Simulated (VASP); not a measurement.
# Tl (P6_3/mmc) in VASP: further runs

One crystal, Tl, is run at these levels: PBEsol; tasks: single point.

Everything below comes from runs of VASP 6.6.1. Logs are shortened: lines on timing, memory, paths and dates and some standing lists are left out, and cuts for length are marked.

## (1) The structure

The structure is hexagonal, space group P6_3/mmc (No. 194). Conventional cell: a = 3.456 Å, b = 3.456 Å, c = 5.525 Å, α = 90.00°, β = 90.00°, γ = 120.00°. Tl (site symmetry -6m2) has 12 Tl at 3.41 to 3.46 Å as nearest neighbours.

## (2) Single point, PBEsol

File INCAR:

```
PREC = Accurate ; ENCUT = 450
EDIFF = 1E-6 ; ISMEAR = 1
SIGMA = 0.05 ; LREAL = F
LASPH = T ; NELM = 100
ALGO = Normal ; ISIF = 2
LWAVE = F ; LCHARG = F
GGA = PS ; NBANDS = 20
ADDGRID = F
```

File KPOINTS:

```
Automatic mesh
0
Gamma
  19 19 10
```

File POSCAR:

```
Tl
1.0
    3.4560000000      0.0000000000      0.0000000000
   -1.7280000000      2.9929837955      0.0000000000
    0.0000000000      0.0000000000      5.5250000000
Tl
2
Direct
    0.6666666667      0.3333333333      0.7500000000
    0.3333333333      0.6666666667      0.2500000000
```

Potentials or basis: VASP PAW PBE potentials, release 64 (Tl_d).

On the command line:

```
$ cat potpaw_PBE.64/Tl_d/POTCAR > POTCAR
$ mpirun -np 1 vasp_std > vasp.out
```

OUTCAR:

```text
PREC = Accurate
   ENCUT = 450
   EDIFF = 1E-6
   ISMEAR = 1
   LREAL = F
   LASPH = T
   NELM = 100
   ISIF = 2
   GGA = PS

 Found    240 irreducible k-points:

 Following reciprocal coordinates:
            Coordinates               Weight
  0.000000  0.000000  0.000000      1.000000
  0.052632 -0.000000  0.000000      6.000000
  0.105263 -0.000000  0.000000      6.000000
  0.157895  0.000000  0.000000      6.000000
  0.210526 -0.000000  0.000000      6.000000
  0.263158 -0.000000  0.000000      6.000000
   k-points           NKPTS =    240   k-points in BZ     NKDIM =    240   number of bands    NBANDS=     20
   number of dos      NEDOS =    301   number of ions     NIONS =      2
   total plane-waves  NPLWV =  23040
   dimension x,y,z NGX =    24 NGY =   24 NGZ =   40
   dimension x,y,z NGXF=    48 NGYF=   48 NGZF=   80
   ions per type =               2
   NGX,Y,Z   is equivalent  to a cutoff of  11.54, 11.54, 12.04 a.u.
   NGXF,Y,Z  is equivalent  to a cutoff of  23.09, 23.09, 24.07 a.u.
 SYSTEM =  unknown system
   PREC   = accura    normal or accurate (medium, high low for compatibility)
   ISTART =      0    job   : 0-new  1-cont  2-samecut
   ICHARG =      2    charge: 1-file 2-atom 10-const
   ISPIN  =      1    spin polarized calculation?
   LNONCOLLINEAR =      F non collinear calculations
   LSORBIT =      F    spin-orbit coupling
   LASPH  =      T    aspherical Exc in radial PAW
   ENCUT  =  450.0 eV  33.07 Ry    5.75 a.u.   5.98  5.98  9.56*2*pi/ulx,y,z
   NELM   =    100;   NELMIN=  2; NELMDL= -5     # of ELM steps
   EDIFF  = 0.1E-05   stopping-criterion for ELM
   LREAL  =      F    real-space projection
   EDIFFG = 0.1E-04   stopping-criterion for IOM
   NSW    =      0    number of steps for IOM
   IBRION =     -1    ionic relax: 0-MD 1-quasi-New 2-CG
   NFREE  =      0    steps in history (QN), initial steepest desc. (CG)
   ISIF   =      2    stress and relaxation
   ISYM   =      2    0-nonsym 1-usesym 2-fastsym
   POTIM  = 0.5000    time-step for ionic-motion
   TEBEG  =    0.0;   TEEND  =   0.0 temperature during run
   PSTRESS=    0.0 pullay stress
   NELECT =      26.0000    total number of electrons
   NUPDOWN=      -1.0000    fix difference up-down
   EMIN   =  10.00;   EMAX   =-10.00  energy-range for DOS
   EFERMI =   0.00;   METHOD = LEGACY
   ISMEAR =     1;   SIGMA  =   0.05  broadening in eV -4-tet -1-fermi 0-gaus
   EFERMI_NEDOS =   21; number of points for ismear=-14 and -15
   IALGO  =     38    algorithm
   IMIX   =      4    mixing-type and parameters
     AMIX     =   0.40;   BMIX     =  1.00
     AMIX_MAG =   1.60;   BMIX_MAG =  1.00
  volume/ion in A,a.u.               =      28.57       192.83
  Fermi-wavevector in a.u.,A,eV,Ry     =   1.259107  2.379366 21.569987  1.585349
  Thomas-Fermi vector in A             =   2.392683
   LORBIT       =      0    0 simple, 1 ext, 2 COOP (PROOUT), +10 PAW based schemes
   GGA     = PS    functional components
   LHFCALC =     F    Hartree Fock is set to
   AEXX    =    0.0000 exact exchange contribution
   IVDW    =     0    specifies the selected vdW correction
   LEPSILON=     F    determine dielectric tensor
   LRPA    =     F    only Hartree local field effects (RPA)
 non-spin polarized calculation
 Methfessel and Paxton  Order N= 1 SIGMA  =   0.05
  energy-cutoff  :      450.00
  volume of cell :       57.15
 maximum number of plane-waves:      1262
 NGX is ok and might be reduce to    24
   NGX = 11   NGY = 11   NGZ = 19

 number of electron      25.9999996 magnetization

 Free energy of the ion-electron system (eV)
  ---------------------------------------------------
  ext. energy  EPLUGINS =         0.00000000
  ---------------------------------------------------
  free energy    TOTEN  =        -5.26486706 eV

  energy without entropy =       -5.26491085  energy(sigma->0) =       -5.26488166

 E-fermi :   6.3651     XC(G=0): -10.3702

 val. band max:        6.3363448162   @ k =   0.4211   0.1579   0.2000
 cond. band min:       6.3718416818   @ k =   0.3158   0.2105   0.3000
 fundamental gap:      0.0354968656
 Fermi energy:         6.3651217135

 k-point     1 :       0.0000    0.0000    0.0000
  band No.  band energies     occupation
      1      -5.3571      2.00000
      2      -5.1214      2.00000
      3      -5.1002      2.00000
      4      -5.1002      2.00000
      5      -5.0460      2.00000
      6      -5.0460      2.00000
[... 12 lines left out ...]
     19      17.1975      0.00000
     20      17.3060      0.00000

 k-point     2 :       0.0526   -0.0000    0.0000
  band No.  band energies     occupation
      1      -5.3468      2.00000
      2      -5.1378      2.00000
      3      -5.0881      2.00000
      4      -5.0816      2.00000
      5      -5.0469      2.00000
      6      -5.0347      2.00000
[... 12 lines left out ...]
     19      17.2953      0.00000
     20      17.5588      0.00000

 k-point     3 :       0.1053   -0.0000    0.0000
  band No.  band energies     occupation
      1      -5.3224      2.00000
      2      -5.1589      2.00000
      3      -5.0588      2.00000
      4      -5.0529      2.00000
      5      -5.0410      2.00000
      6      -5.0110      2.00000
[... 12 lines left out ...]
     19      17.1054      0.00000
     20      18.0939      0.00000

 k-point     4 :       0.1579    0.0000    0.0000
  band No.  band energies     occupation
      1      -5.3072      2.00000
      2      -5.1646      2.00000
      3      -5.0655      2.00000
      4      -5.0459      2.00000
      5      -5.0279      2.00000
      6      -4.9987      2.00000
[... 12 lines left out ...]
     19      16.8052      0.00000
     20      18.2908      0.00000

 k-point     5 :       0.2105   -0.0000    0.0000
  band No.  band energies     occupation
      1      -5.3238      2.00000
      2      -5.1524      2.00000
      3      -5.0935      2.00000
      4      -5.0658      2.00000
      5      -5.0551      2.00000
      6      -4.9430      2.00000
[... 12 lines left out ...]
     19      16.4302      0.00000
     20      17.7697      0.00000

 k-point     6 :       0.2632   -0.0000    0.0000
  band No.  band energies     occupation
      1      -5.3596      2.00000
      2      -5.1607      2.00000
      3      -5.1499      2.00000
      4      -5.0831      2.00000
      5      -5.0356      2.00000
      6      -4.8785      2.00000
[... 12 lines left out ...]
     19      15.9359      0.00000
     20      17.2506      0.00000

 [... further k-points ...]
[... 5 lines left out ...]
  --------------------------------------------------------------------------------------
  -------------------------------------------------------------------------------------
  Total        0.0622850      0.0622850     -0.0942235      0.0000000     -0.0000000      0.0000000
  in kB        1.7461592      1.7461592     -2.6415540      0.0000000     -0.0000000      0.0000000
  external PRESSURE =       0.2835881 kB  Pullay stress =       0.0000000 kB

 VOLUME and BASIS-vectors are now :
 -----------------------------------------------------------------------------
  energy-cutoff  :      450.00
  volume of cell :       57.15
      direct lattice vectors                 reciprocal lattice vectors
     3.456000000  0.000000000  0.000000000     0.289351852  0.167057370  0.000000000
    -1.728000000  2.992983795  0.000000000     0.000000000  0.334114739  0.000000000
     0.000000000  0.000000000  5.525000000     0.000000000  0.000000000  0.180995475

 POSITION                                       TOTAL-FORCE (eV/Angst)
 -----------------------------------------------------------------------------------
      1.72800      0.99766      4.14375        -0.000000     -0.000000      0.000000
     -0.00000      1.99532      1.38125         0.000000      0.000000      0.000000
 -----------------------------------------------------------------------------------
    total drift:                               -0.000000      0.000000     -0.000000

  FREE ENERGIE OF THE ION-ELECTRON SYSTEM (eV)
  ---------------------------------------------------
  free  energy   TOTEN  =        -5.2648670633 eV

  energy  without entropy=       -5.2649108491  energy(sigma->0) =       -5.26488166
```

Run time: 90 s. Hardware: 1 thread of Intel Xeon Platinum 8488C (Sapphire Rapids), shared host; peak memory 0.29 GiB.

These settings aren't checked as converged: the numbers below hold their error.

What came out:

```
Free energy            : -5.2649 eV
Pressure               : 0.0 GPa
Band gap on the k mesh : none (metal or under the smearing width)
```

Caveat: the PAW data sets were made with another functional, which shifts forces and pressure a little.

## (3) Single point, PBEsol

INCAR, as its differences from that of step 2:

```diff
@@ -2,3 +2,3 @@
 EDIFF = 1E-6 ; ISMEAR = 1
-SIGMA = 0.05 ; LREAL = F
+SIGMA = 0.02 ; LREAL = F
 LASPH = T ; NELM = 100
```

KPOINTS is that of step 2.

POSCAR is that of step 2.

Potentials or basis: VASP PAW PBE potentials, release 64 (Tl_d).

On the command line:

```
$ cat potpaw_PBE.64/Tl_d/POTCAR > POTCAR
$ mpirun -np 1 vasp_std > vasp.out
```

Wall time 84 s (1 thread of Intel Xeon Platinum 8488C (Sapphire Rapids), shared host); peak memory 0.28 GiB.

The run converged, but some of its settings lie outside the range that counts as converged, so its numbers aren't taken as properties of the crystal.

What came out:

- Free energy: -5.2649 eV
- Pressure: 0.0 GPa
- Band gap on the k mesh: none (metal or under the smearing width)

Caveat: the PAW data sets were made with another functional, which shifts forces and pressure a little.

## (4) Single point, PBEsol

File INCAR:

```
PREC = Accurate ; ENCUT = 450
EDIFF = 1E-6 ; ISMEAR = -5
SIGMA = 0.1 ; LREAL = F
LASPH = T ; NELM = 100
ALGO = Normal ; ISIF = 2
LWAVE = F ; LCHARG = F
GGA = PS ; NBANDS = 20
ADDGRID = F
```

KPOINTS is that of step 3.

POSCAR is that of step 3.

On the command line:

```
$ cat potpaw_PBE.64/Tl_d/POTCAR > POTCAR
$ mpirun -np 1 vasp_std > vasp.out
```

Wall time 90 s (1 thread of Intel Xeon Platinum 8488C (Sapphire Rapids), shared host); peak memory 0.3 GiB.

The run converged, but some of its settings lie outside the range that counts as converged, so its numbers aren't taken as properties of the crystal.

What came out:

```yaml
Free_energy: -5.2620 eV
Pressure: 0.0 GPa
Band_gap_on_the_k_mesh: none (metal or under the smearing width)
```

Caveat: the PAW data sets were made with another functional, which shifts forces and pressure a little; tetrahedron occupations give inexact forces and stress in metals.

## (5) Single point, PBEsol

INCAR, as its differences from that of step 4:

```diff
@@ -1,3 +1,3 @@
 PREC = Accurate ; ENCUT = 450
-EDIFF = 1E-6 ; ISMEAR = -5
+EDIFF = 1E-6 ; ISMEAR = 0
 SIGMA = 0.1 ; LREAL = F
```

KPOINTS is that of step 4.

POSCAR is that of step 4.

On the command line:

```
$ cat potpaw_PBE.64/Tl_d/POTCAR > POTCAR
$ mpirun -np 1 vasp_std > vasp.out
```

Wall time 88 s (1 thread of Intel Xeon Platinum 8488C (Sapphire Rapids), shared host); peak memory 0.28 GiB.

These settings aren't checked as converged: the numbers below hold their error.

What came out:

```
Free energy            : -5.2670 eV
Pressure               : 0.0 GPa
Band gap on the k mesh : none (metal or under the smearing width)
```

Caveat: the PAW data sets were made with another functional, which shifts forces and pressure a little.

## (6) Single point, PBEsol

INCAR, as its differences from that of step 5:

```diff
@@ -1,3 +1,3 @@
 PREC = Accurate ; ENCUT = 450
-EDIFF = 1E-6 ; ISMEAR = 0
+EDIFF = 1E-6 ; ISMEAR = -1
 SIGMA = 0.1 ; LREAL = F
```

KPOINTS is that of step 5.

POSCAR is that of step 5.

Potentials or basis: VASP PAW PBE potentials, release 64 (Tl_d).

On the command line:

```
$ cat potpaw_PBE.64/Tl_d/POTCAR > POTCAR
$ mpirun -np 1 vasp_std > vasp.out
```

OUTCAR:

```text
PREC = Accurate
   ENCUT = 450
   EDIFF = 1E-6
   ISMEAR = -1
   LREAL = F
   LASPH = T
   NELM = 100
   ISIF = 2
   GGA = PS

 Found    240 irreducible k-points:

 Following reciprocal coordinates:
            Coordinates               Weight
  0.000000  0.000000  0.000000      1.000000
  0.052632 -0.000000  0.000000      6.000000
  0.105263 -0.000000  0.000000      6.000000
  0.157895  0.000000  0.000000      6.000000
  0.210526 -0.000000  0.000000      6.000000
  0.263158 -0.000000  0.000000      6.000000
   k-points           NKPTS =    240   k-points in BZ     NKDIM =    240   number of bands    NBANDS=     20
   number of dos      NEDOS =    301   number of ions     NIONS =      2
   total plane-waves  NPLWV =  23040
   dimension x,y,z NGX =    24 NGY =   24 NGZ =   40
   dimension x,y,z NGXF=    48 NGYF=   48 NGZF=   80
   ions per type =               2
   NGX,Y,Z   is equivalent  to a cutoff of  11.54, 11.54, 12.04 a.u.
   NGXF,Y,Z  is equivalent  to a cutoff of  23.09, 23.09, 24.07 a.u.
 SYSTEM =  unknown system
   PREC   = accura    normal or accurate (medium, high low for compatibility)
   ISTART =      0    job   : 0-new  1-cont  2-samecut
[... 48 lines left out ...]
  ---------------------------------------------------
  ext. energy  EPLUGINS =         0.00000000
  ---------------------------------------------------
  free energy    TOTEN  =        -5.27832359 eV

  energy without entropy =       -5.25140105  energy(sigma->0) =       -5.26486232

 E-fermi :   6.3899     XC(G=0): -10.3703

 val. band max:        6.3745613608   @ k =   0.2105   0.1053   0.2000
 cond. band min:       6.3916770491   @ k =   0.1579   0.1579   0.2000
 fundamental gap:      0.0171156883
 Fermi energy:         6.3899242967

 k-point     1 :       0.0000    0.0000    0.0000
  band No.  band energies     occupation
      1      -5.3568      2.00000
      2      -5.1207      2.00000
      3      -5.1013      2.00000
      4      -5.1013      2.00000
      5      -5.0471      2.00000
      6      -5.0471      2.00000
[... 127 lines left out ...]
     19      15.9350      0.00000
     20      17.2512      0.00000

 [... further k-points ...]
[... 5 lines left out ...]
  --------------------------------------------------------------------------------------
  -------------------------------------------------------------------------------------
  Total        0.0527815      0.0527815     -0.0606933     -0.0000000      0.0000000      0.0000000
  in kB        1.4797269      1.4797269     -1.7015339     -0.0000000      0.0000000      0.0000000
  external PRESSURE =       0.4193066 kB  Pullay stress =       0.0000000 kB

 VOLUME and BASIS-vectors are now :
 -----------------------------------------------------------------------------
  energy-cutoff  :      450.00
  volume of cell :       57.15
      direct lattice vectors                 reciprocal lattice vectors
     3.456000000  0.000000000  0.000000000     0.289351852  0.167057370  0.000000000
    -1.728000000  2.992983795  0.000000000     0.000000000  0.334114739  0.000000000
     0.000000000  0.000000000  5.525000000     0.000000000  0.000000000  0.180995475

 POSITION                                       TOTAL-FORCE (eV/Angst)
 -----------------------------------------------------------------------------------
      1.72800      0.99766      4.14375         0.000000     -0.000000      0.000000
     -0.00000      1.99532      1.38125        -0.000000      0.000000      0.000000
 -----------------------------------------------------------------------------------
    total drift:                               -0.000000      0.000000     -0.000000

  FREE ENERGIE OF THE ION-ELECTRON SYSTEM (eV)
  ---------------------------------------------------
  free  energy   TOTEN  =        -5.2783235867 eV

  energy  without entropy=       -5.2514010533  energy(sigma->0) =       -5.26486232
```

stdout:

```text
POSCAR found type information on POSCAR Tl
 POSCAR found :  1 types and       2 ions
 scaLAPACK will be used
 -----------------------------------------------------------------------------
|                                                                             |
|                                                                             |
|     You enforced a specific xc type in the INCAR file but a different       |
|     I HOPE YOU KNOW WHAT YOU ARE DOING!                                     |
|                                                                             |
 -----------------------------------------------------------------------------

 LDA part: xc-table for (Slater+PW92), standard interpolation
 POSCAR, INCAR and KPOINTS ok, starting setup
 FFT: planning ... GRIDC
 FFT: planning ... GRID_SOFT
 FFT: planning ... GRID
 WAVECAR not read
 entering main loop
```

It took 83 s on 1 thread of Intel Xeon Platinum 8488C (Sapphire Rapids), shared host; peak memory 0.28 GiB.

The run converged, but some of its settings lie outside the range that counts as converged, so its numbers aren't taken as properties of the crystal.

What came out:

```yaml
Free_energy: -5.2783 eV
Pressure: 0.0 GPa
Band_gap_on_the_k_mesh: none (metal or under the smearing width)
```

Caveat: the PAW data sets were made with another functional, which shifts forces and pressure a little.

## (7) The reference run

An earlier run on the cell as given: functional PBE; potentials or basis VASP PAW PBE potentials, release 64 (Tl_d); cutoff 520 eV; k mesh 9 × 9 × 5; occupations fermi-dirac, width 0.05 eV; no spin polarisation.

- Pressure: 3.4 GPa
- Band gap on the k mesh: none (metal or under the smearing width)
